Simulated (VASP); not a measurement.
# TePb (Fm-3m) in VASP: a series of runs

The runs below take TePb through relaxation of cell and atoms, with r2SCAN, rSCAN, r2SCAN+D3(BJ).

Everything below comes from runs of VASP 6.6.1. Logs are shortened: lines on timing, memory, paths and dates and some standing lists are left out, and cuts for length are marked.

### 1 Starting point

It takes space group Fm-3m (No. 225, cubic). Conventional cell: a = 6.462 Å, b = 6.462 Å, c = 6.462 Å, α = 90.00°, β = 90.00°, γ = 90.00°. Pb (site symmetry m-3m) has 6 Te at 3.23 Å as nearest neighbours. Around Te (site symmetry m-3m) lie 6 Pb at 3.23 Å.

### 2 Relaxation of cell and atoms, r2SCAN

Contents of INCAR:

```
SYSTEM = TePb
PREC = Accurate
ENCUT = 600
EDIFF = 1E-7
ISMEAR = 0
SIGMA = 0.05
LREAL = .False.
LASPH = .True.
NELM = 60
ALGO = Normal
ISIF = 3
LWAVE = .False.
LCHARG = .False.
METAGGA = R2SCAN
LMIXTAU = .True.
IBRION = 2
NSW = 60
EDIFFG = -0.005
```

Contents of KPOINTS:

```
Automatic mesh
0
Gamma
  7 7 7
  0 0 0
```

Contents of POSCAR:

```
TePb
1.0
    0.0000000000      3.2310000000      3.2310000000
    3.2310000000      0.0000000000      3.2310000000
    3.2310000000      3.2310000000      0.0000000000
Pb Te
1 1
Direct
    0.0000000000      0.0000000000      0.0000000000
    0.5000000000      0.5000000000      0.5000000000
```

Potentials or basis: VASP PAW PBE potentials, release 64 (Pb_d, Te).

Started as:

```bash
$ cat potpaw_PBE.64/Pb_d/POTCAR potpaw_PBE.64/Te/POTCAR > POTCAR
$ mpirun -np 1 vasp_std > vasp.out
```

OUTCAR:

```text
SYSTEM = TePb
   PREC = Accurate
   ENCUT = 600
   EDIFF = 1E-7
   ISMEAR = 0
   LREAL = .False.
   LASPH = .True.
   NELM = 60
   ISIF = 3
   METAGGA = R2SCAN
   IBRION = 2
   NSW = 60
   EDIFFG = -0.005

 ion  position               nearest neighbor table
   1  0.000  0.000  0.000-   2 3.23   2 3.23   2 3.23   2 3.23   2 3.23   2 3.23
   2  0.500  0.500  0.500-   1 3.23   1 3.23   1 3.23   1 3.23   1 3.23   1 3.23

  LATTYP: Found a face centered cubic cell.
 ALAT       =     6.4620000000

  Lattice vectors:

 A1 = (   0.0000000000,   3.2310000000,   3.2310000000)
 A2 = (   3.2310000000,   0.0000000000,   3.2310000000)
 A3 = (   3.2310000000,   3.2310000000,   0.0000000000)

Analysis of symmetry for initial positions (statically):
=====================================================================
 Subroutine PRICEL returns:
 Original cell was already a primitive cell.

 Routine SETGRP: Setting up the symmetry group for a
 face centered cubic supercell.

 Subroutine GETGRP returns: Found 48 space group operations
 (whereof 48 operations were pure point group operations)
 out of a pool of 48 trial point group operations.

The static configuration has the point symmetry O_h .

Analysis of symmetry for dynamics (positions and initial velocities):
=====================================================================
 Subroutine PRICEL returns:
 Original cell was already a primitive cell.

 Routine SETGRP: Setting up the symmetry group for a
 face centered cubic supercell.

 Subroutine GETGRP returns: Found 48 space group operations
 (whereof 48 operations were pure point group operations)
 out of a pool of 48 trial point group operations.

The dynamic configuration has the point symmetry O_h .

 Subroutine INISYM returns: Found 48 space group operations
 (whereof 48 operations are pure point group operations),
 and found     1 'primitive' translations

----------------------------------------------------------------------------------------

                                     Primitive cell

  volume of cell :      67.4592

  direct lattice vectors                    reciprocal lattice vectors
     0.000000000  3.231000000  3.231000000    -0.154750851  0.154750851  0.154750851
     3.231000000  0.000000000  3.231000000     0.154750851 -0.154750851  0.154750851
     3.231000000  3.231000000  0.000000000     0.154750851  0.154750851 -0.154750851

  length of vectors
     4.569324020  4.569324020  4.569324020     0.268036337  0.268036337  0.268036337

  position of ions in fractional coordinates (direct lattice)
[... 73 lines left out ...]
   NELM   =     60;   NELMIN=  2; NELMDL= -5     # of ELM steps
   EDIFF  = 0.1E-06   stopping-criterion for ELM
   LREAL  =      F    real-space projection
   EDIFFG = -.5E-02   stopping-criterion for IOM
   NSW    =     60    number of steps for IOM
   IBRION =      2    ionic relax: 0-MD 1-quasi-New 2-CG
   NFREE  =      1    steps in history (QN), initial steepest desc. (CG)
   ISIF   =      3    stress and relaxation
   ISYM   =      2    0-nonsym 1-usesym 2-fastsym
   POTIM  = 0.5000    time-step for ionic-motion
   TEBEG  =    0.0;   TEEND  =   0.0 temperature during run
   PSTRESS=    0.0 pullay stress
   NELECT =      20.0000    total number of electrons
   NUPDOWN=      -1.0000    fix difference up-down
   EMIN   =  10.00;   EMAX   =-10.00  energy-range for DOS
   EFERMI =   0.00;   METHOD = LEGACY
   ISMEAR =     0;   SIGMA  =   0.05  broadening in eV -4-tet -1-fermi 0-gaus
   EFERMI_NEDOS =   21; number of points for ismear=-14 and -15
   IALGO  =     38    algorithm
   IMIX   =      4    mixing-type and parameters
     AMIX     =   0.40;   BMIX     =  1.00
     AMIX_MAG =   1.60;   BMIX_MAG =  1.00
  volume/ion in A,a.u.               =      33.73       227.62
  Fermi-wavevector in a.u.,A,eV,Ry     =   1.091619  2.062861 16.213147  1.191633
  Thomas-Fermi vector in A             =   2.227868
   LORBIT       =      0    0 simple, 1 ext, 2 COOP (PROOUT), +10 PAW based schemes
   METAGGA = R2SCAN    functional components
   LHFCALC =     F    Hartree Fock is set to
   AEXX    =    0.0000 exact exchange contribution
   IVDW    =     0    specifies the selected vdW correction
   LEPSILON=     F    determine dielectric tensor
   LRPA    =     F    only Hartree local field effects (RPA)
 conjugate gradient relaxation of ions
 non-spin polarized calculation
 Gauss-broadening in eV      SIGMA  =   0.05
  energy-cutoff  :      600.00
  volume of cell :       67.46
 maximum number of plane-waves:      2259
 NGX is ok and might be reduce to    40
   NGX = 19   NGY = 19   NGZ = 19

--------------------------------------- Ionic step        1  -------------------------------------------

 number of electron      19.9999998 magnetization

 Free energy of the ion-electron system (eV)
  ---------------------------------------------------
  ext. energy  EPLUGINS =         0.00000000
  ---------------------------------------------------
  free energy    TOTEN  =       -82.69621434 eV

  energy without entropy =      -82.69621434  energy(sigma->0) =      -82.69621434

------------------------ aborting loop because EDIFF is reached ----------------------------------------

  FORCE on cell =-STRESS in cart. coord.  units (eV):
  Direction    XX          YY          ZZ          XY          YZ          ZX
  --------------------------------------------------------------------------------------
  -------------------------------------------------------------------------------------
  Total        0.6509048      0.6509048      0.6509048     -0.0000000      0.0000000      0.0000000
  in kB       15.4592060     15.4592060     15.4592060     -0.0000000      0.0000000      0.0000000
  external PRESSURE =      15.4592060 kB  Pullay stress =       0.0000000 kB
[... 59 lines left out ...]
--------------------------------------- Ionic step        3  -------------------------------------------

 number of electron      20.0000001 magnetization

 Free energy of the ion-electron system (eV)
  ---------------------------------------------------
  ext. energy  EPLUGINS =         0.00000000
  ---------------------------------------------------
  free energy    TOTEN  =       -82.70697829 eV

  energy without entropy =      -82.70697829  energy(sigma->0) =      -82.70697829

 E-fermi :   5.2506     XC(G=0):  -9.6545

 val. band max:        4.9882533826   @ k =   0.4286   0.0000   0.0000
 cond. band min:       6.3107496594   @ k =   0.4286   0.0000   0.0000
 fundamental gap:      1.3224962768
 Fermi energy:         5.2506042561

 k-point     1 :       0.0000    0.0000    0.0000
  band No.  band energies     occupation
      1     -12.2430      2.00000
      2     -12.2430      2.00000
      3     -12.2338      2.00000
      4     -12.2338      2.00000
      5     -12.2338      2.00000
      6      -7.1525      2.00000
      7      -0.6464      2.00000
      8       3.7170      2.00000
      9       3.7170      2.00000
     10       3.7170      2.00000
     11       9.3900      0.00000
     12       9.3900      0.00000
     13       9.3900      0.00000
     14      11.3384      0.00000
[... 350 lines left out ...]
  FREE ENERGIE OF THE ION-ELECTRON SYSTEM (eV)
  ---------------------------------------------------
  free  energy   TOTEN  =       -82.7069782944 eV

  energy  without entropy=      -82.7069782944  energy(sigma->0) =      -82.70697829

 reached required accuracy - stopping structural energy minimisation
```

CONTCAR:

```text
TePb
   1.00000000000000
    -0.0000000000000000    3.2674062649253992    3.2674062649253992
     3.2674062649253992    0.0000000000000000    3.2674062649253992
     3.2674062649253992    3.2674062649253992   -0.0000000000000000
  Pb              Te
     1     1
Direct
     0.0000000000000000    0.0000000000000000    0.0000000000000000
     0.5000000000000000    0.5000000000000000    0.5000000000000000

  0.00000000E+00  0.00000000E+00  0.00000000E+00
  0.00000000E+00  0.00000000E+00  0.00000000E+00
```

It took 3.2 min on 1 thread of Intel Xeon 6975P-C (Granite Rapids), shared host; peak memory 0.27 GiB.

Results:

- Free energy: -82.7070 eV
- Relaxed volume: 34.88 Å³/atom
- Relaxed cell: a = 4.621 Å, b = 4.621 Å, c = 4.621 Å, α = 60.00°, β = 60.00°, γ = 60.00°
- Space group after relaxing (to 0.05 Å): Fm-3m (No. 225)
- Energy gained by relaxing: 5.4 meV/atom
- Ionic steps: 3
- Pressure after relaxing: 0.0 GPa

Step by step:
| step | energy change (eV) | largest force (eV/Å) | pressure (GPa) | volume (Å³) |
| --- | --- | --- | --- | --- |
| 1 | 0.0000 | 0.0000 | 1.55 | 67.46 |
| 2 | -0.0092 | 0.0000 | -0.53 | 70.69 |
| 3 | -0.0108 | 0.0000 | 0.01 | 69.77 |

Final structure:
```xyz
2
Lattice="0.0000 3.2674 3.2674 3.2674 0.0000 3.2674 3.2674 3.2674 0.0000" Properties=species:S:1:pos:R:3 pbc="T T T"
Pb    0.0000    0.0000    0.0000
Te    3.2674    3.2674    3.2674
```

Levels at points of the mesh, in eV from the Fermi level:
| k point | band 7 | band 8 | band 9 | band 10 | band 11 | band 12 | band 13 | band 14 |
| --- | --- | --- | --- | --- | --- | --- | --- | --- |
| (0.00, 0.00, 0.00) | -5.90 | -1.53 | -1.53 | -1.53 | 4.14 | 4.14 | 4.14 | 6.09 |

Caveat: this odd mesh misses L, where the gap lies, so gap, dielectric constants and Born charges aren't listed; the PAW data sets were made with another functional, which shifts forces and pressure a little.

### 3 Relaxation of cell and atoms, rSCAN

Contents of INCAR:

```
SYSTEM = TePb
ALGO = Normal
EDIFF = 1E-6
EDIFFG = -0.01
ENCUT = 600
IBRION = 2
ISIF = 3
ISMEAR = 0
LASPH = .True.
LCHARG = .False.
LMIXTAU = .True.
LREAL = .False.
LWAVE = .False.
METAGGA = RSCAN
NELM = 100
NSW = 40
PREC = Accurate
SIGMA = 0.05
```

Contents of KPOINTS:

```
k-points
0
Gamma
  7 7 7
  0 0 0
```

POSCAR is that of step 2.

Potentials or basis: VASP PAW PBE potentials, release 64 (Pb_d, Te).

Started as:

```bash
$ cat potpaw_PBE.64/Pb_d/POTCAR potpaw_PBE.64/Te/POTCAR > POTCAR
$ mpirun -np 1 vasp_std > vasp.out
```

OUTCAR:

```text
SYSTEM = TePb
   EDIFF = 1E-6
   EDIFFG = -0.01
   ENCUT = 600
   IBRION = 2
   ISIF = 3
   ISMEAR = 0
   LASPH = .True.
   LREAL = .False.
   METAGGA = RSCAN
   NELM = 100
   NSW = 40
   PREC = Accurate

 ion  position               nearest neighbor table
   1  0.000  0.000  0.000-   2 3.23   2 3.23   2 3.23   2 3.23   2 3.23   2 3.23
   2  0.500  0.500  0.500-   1 3.23   1 3.23   1 3.23   1 3.23   1 3.23   1 3.23

  LATTYP: Found a face centered cubic cell.
 ALAT       =     6.4620000000

  Lattice vectors:

 A1 = (   0.0000000000,   3.2310000000,   3.2310000000)
 A2 = (   3.2310000000,   0.0000000000,   3.2310000000)
 A3 = (   3.2310000000,   3.2310000000,   0.0000000000)

Analysis of symmetry for initial positions (statically):
=====================================================================
 Subroutine PRICEL returns:
 Original cell was already a primitive cell.

 Routine SETGRP: Setting up the symmetry group for a
 face centered cubic supercell.

 Subroutine GETGRP returns: Found 48 space group operations
 (whereof 48 operations were pure point group operations)
 out of a pool of 48 trial point group operations.

The static configuration has the point symmetry O_h .

Analysis of symmetry for dynamics (positions and initial velocities):
=====================================================================
 Subroutine PRICEL returns:
 Original cell was already a primitive cell.

 Routine SETGRP: Setting up the symmetry group for a
 face centered cubic supercell.

 Subroutine GETGRP returns: Found 48 space group operations
 (whereof 48 operations were pure point group operations)
 out of a pool of 48 trial point group operations.

The dynamic configuration has the point symmetry O_h .

 Subroutine INISYM returns: Found 48 space group operations
 (whereof 48 operations are pure point group operations),
 and found     1 'primitive' translations

[... 105 lines left out ...]
   EFERMI_NEDOS =   21; number of points for ismear=-14 and -15
   IALGO  =     38    algorithm
   IMIX   =      4    mixing-type and parameters
     AMIX     =   0.40;   BMIX     =  1.00
     AMIX_MAG =   1.60;   BMIX_MAG =  1.00
  volume/ion in A,a.u.               =      33.73       227.62
  Fermi-wavevector in a.u.,A,eV,Ry     =   1.091619  2.062861 16.213147  1.191633
  Thomas-Fermi vector in A             =   2.227868
   LORBIT       =      0    0 simple, 1 ext, 2 COOP (PROOUT), +10 PAW based schemes
   METAGGA = RSCAN    functional components
   LHFCALC =     F    Hartree Fock is set to
   AEXX    =    0.0000 exact exchange contribution
   IVDW    =     0    specifies the selected vdW correction
   LEPSILON=     F    determine dielectric tensor
   LRPA    =     F    only Hartree local field effects (RPA)
 conjugate gradient relaxation of ions
 non-spin polarized calculation
 Gauss-broadening in eV      SIGMA  =   0.05
  energy-cutoff  :      600.00
  volume of cell :       67.46
 maximum number of plane-waves:      2259
 NGX is ok and might be reduce to    40
   NGX = 19   NGY = 19   NGZ = 19

--------------------------------------- Ionic step        1  -------------------------------------------

 number of electron      19.9999998 magnetization

 Free energy of the ion-electron system (eV)
  ---------------------------------------------------
  ext. energy  EPLUGINS =         0.00000000
  ---------------------------------------------------
  free energy    TOTEN  =      -146.56588780 eV

  energy without entropy =     -146.56588780  energy(sigma->0) =     -146.56588780

------------------------ aborting loop because EDIFF is reached ----------------------------------------

  FORCE on cell =-STRESS in cart. coord.  units (eV):
  Direction    XX          YY          ZZ          XY          YZ          ZX
  --------------------------------------------------------------------------------------
  -------------------------------------------------------------------------------------
  Total        0.7163398      0.7163398      0.7163398      0.0000000     -0.0000000      0.0000000
  in kB       17.0133097     17.0133097     17.0133097      0.0000000     -0.0000000      0.0000000
  external PRESSURE =      17.0133097 kB  Pullay stress =       0.0000000 kB
[... 59 lines left out ...]
--------------------------------------- Ionic step        3  -------------------------------------------

 number of electron      20.0000001 magnetization

 Free energy of the ion-electron system (eV)
  ---------------------------------------------------
  ext. energy  EPLUGINS =         0.00000000
  ---------------------------------------------------
  free energy    TOTEN  =      -146.57901503 eV

  energy without entropy =     -146.57901503  energy(sigma->0) =     -146.57901503

 E-fermi :   5.1451     XC(G=0):  -9.6741

 val. band max:        4.9201106854   @ k =   0.4286   0.0000   0.0000
 cond. band min:       6.2211023662   @ k =   0.4286   0.0000   0.0000
 fundamental gap:      1.3009916808
 Fermi energy:         5.1451278212

 k-point     1 :       0.0000    0.0000    0.0000
  band No.  band energies     occupation
      1     -12.3950      2.00000
      2     -12.3950      2.00000
      3     -12.3859      2.00000
      4     -12.3859      2.00000
      5     -12.3859      2.00000
      6      -7.1898      2.00000
      7      -0.7294      2.00000
      8       3.6653      2.00000
      9       3.6653      2.00000
     10       3.6653      2.00000
     11       9.2963      0.00000
     12       9.2963      0.00000
     13       9.2963      0.00000
     14      11.2565      0.00000
[... 350 lines left out ...]
  FREE ENERGIE OF THE ION-ELECTRON SYSTEM (eV)
  ---------------------------------------------------
  free  energy   TOTEN  =      -146.5790150274 eV

  energy  without entropy=     -146.5790150274  energy(sigma->0) =     -146.57901503

 reached required accuracy - stopping structural energy minimisation
```

CONTCAR:

```text
TePb
   1.00000000000000
     0.0000000000000000    3.2713501764687276    3.2713501764687276
     3.2713501764687276   -0.0000000000000000    3.2713501764687276
     3.2713501764687276    3.2713501764687276    0.0000000000000000
  Pb              Te
     1     1
Direct
     0.0000000000000000    0.0000000000000000    0.0000000000000000
     0.5000000000000000    0.5000000000000000    0.5000000000000000

  0.00000000E+00  0.00000000E+00  0.00000000E+00
  0.00000000E+00  0.00000000E+00  0.00000000E+00
```

Wall time 3.1 min (1 thread of Intel Xeon 6975P-C (Granite Rapids), shared host); peak memory 0.27 GiB.

Results:

```
Free energy                            : -146.5790 eV
Relaxed volume                         : 35.01 Å³/atom
Relaxed cell                           : a = 4.626 Å, b = 4.626 Å, c = 4.626 Å, α = 60.00°, β = 60.00°, γ = 60.00°
Space group after relaxing (to 0.05 Å) : Fm-3m (No. 225)
Energy gained by relaxing              : 6.6 meV/atom
Ionic steps                            : 3
Pressure after relaxing                : 0.0 GPa
```

The path:
```tsv
step	energy change (eV)	largest force (eV/Å)	pressure (GPa)	volume (Å³)
1	0.0000	0.0000	1.70	67.46
2	-0.0113	0.0000	-0.57	71.02
3	-0.0131	0.0000	0.00	70.02
```

Final structure:
```yaml
crystal:
  lattice:
    - [0.00000, 3.27135, 3.27135]
    - [3.27135, 0.00000, 3.27135]
    - [3.27135, 3.27135, 0.00000]
  atoms:
    - { symbol: Pb, position: [0.00000, 0.00000, 0.00000] }
    - { symbol: Te, position: [0.50000, 0.50000, 0.50000] }
```

Caveat: this odd mesh misses L, where the gap lies, so gap, dielectric constants and Born charges aren't listed; the PAW data sets were made with another functional, which shifts forces and pressure a little.

### 4 Relaxation of cell and atoms, r2SCAN+D3(BJ)

Contents of INCAR:

```
ALGO = Normal
EDIFF = 1E-7
EDIFFG = -0.02
ENCUT = 600
IBRION = 2
ISIF = 3
ISMEAR = 0
IVDW = 12
LASPH = True
LCHARG = False
LMIXTAU = True
LREAL = False
LWAVE = False
METAGGA = R2SCAN
NELM = 80
NSW = 40
PREC = Accurate
SIGMA = 0.05
VDW_A1 = 0.49484001
VDW_A2 = 5.73083694
VDW_S6 = 1.0
VDW_S8 = 0.78981345
```

Contents of KPOINTS:

```
k-points
0
Gamma
  7 7 7
```

POSCAR is that of step 3.

Started as:

```bash
$ cat potpaw_PBE.64/Pb_d/POTCAR potpaw_PBE.64/Te/POTCAR > POTCAR
$ mpirun -np 1 vasp_std > vasp.out
```

Wall time 3 min (1 thread of Intel Xeon 6975P-C (Granite Rapids), shared host); peak memory 0.28 GiB.

It converged, with:

- Free energy: -83.0760 eV
- Relaxed volume: 34.20 Å³/atom
- Relaxed cell: a = 4.591 Å, b = 4.591 Å, c = 4.591 Å, α = 60.00°, β = 60.00°, γ = 60.00°
- Space group after relaxing (to 0.05 Å): Fm-3m (No. 225)
- Energy gained by relaxing: 0.9 meV/atom
- Ionic steps: 3
- Pressure after relaxing: 0.0 GPa
- Dispersion energy per atom: -0.186 eV

The path:
```tsv
step	energy change (eV)	largest force (eV/Å)	pressure (GPa)	volume (Å³)
1	0.0000	0.0000	0.64	67.46
2	-0.0016	0.0000	-0.23	68.78
3	-0.0018	0.0000	0.01	68.40
```

Final structure:
```xyz
2
Lattice="0.0000 3.2460 3.2460 3.2460 0.0000 3.2460 3.2460 3.2460 0.0000" Properties=species:S:1:pos:R:3 pbc="T T T"
Pb    0.0000    0.0000    0.0000
Te    3.2460    3.2460    3.2460
```

Levels at points of the mesh, in eV from the Fermi level:
```tsv
k point	band 6	band 7	band 8	band 9	band 10	band 11	band 12	band 13	band 14
(0.00, 0.00, 0.00)	-12.57	-5.84	-1.61	-1.61	-1.61	4.17	4.17	4.17	6.04
```

Caveat: this odd mesh misses L, where the gap lies, so gap, dielectric constants and Born charges aren't listed; the PAW data sets were made with another functional, which shifts forces and pressure a little. Zero-point motion and thermal expansion aren't in these numbers.

### 5 The reference run

An earlier run on the cell as given: functional PBEsol; potentials or basis VASP PAW PBE potentials, release 64 (Pb_d, Te); cutoff 520 eV; k mesh 7 × 7 × 7; occupations fermi-dirac, width 0.05 eV; no spin polarisation.

- Pressure: -0.4 GPa

### 6 Summary

| task | level | cell | cutoff (eV) | smearing | ladder | pressure (GPa) | relaxed volume (Å³/atom) |
| --- | --- | --- | --- | --- | --- | --- | --- |
| relaxation of cell and atoms | r2SCAN | relaxed | 600 | gaussian 0.05 eV | - | 0.0 | 34.88 |
| relaxation of cell and atoms | rSCAN | relaxed | 600 | gaussian 0.05 eV | - | 0.0 | 35.01 |
| relaxation of cell and atoms | r2SCAN+D3(BJ) | relaxed | 600 | gaussian 0.05 eV | - | 0.0 | 34.20 |
| single point | PBEsol | as given | 520 | fermi-dirac 0.05 eV | free | -0.4 | - |

Alike in all rows: potentials or basis VASP PAW PBE potentials, release 64 (Pb_d, Te); no spin polarisation; k mesh 7 × 7 × 7.

Caveats: the PAW data sets were made with another functional, which shifts forces and pressure a little.

Total energies depend on the potentials used, so only differences within one code and one set of settings carry meaning.
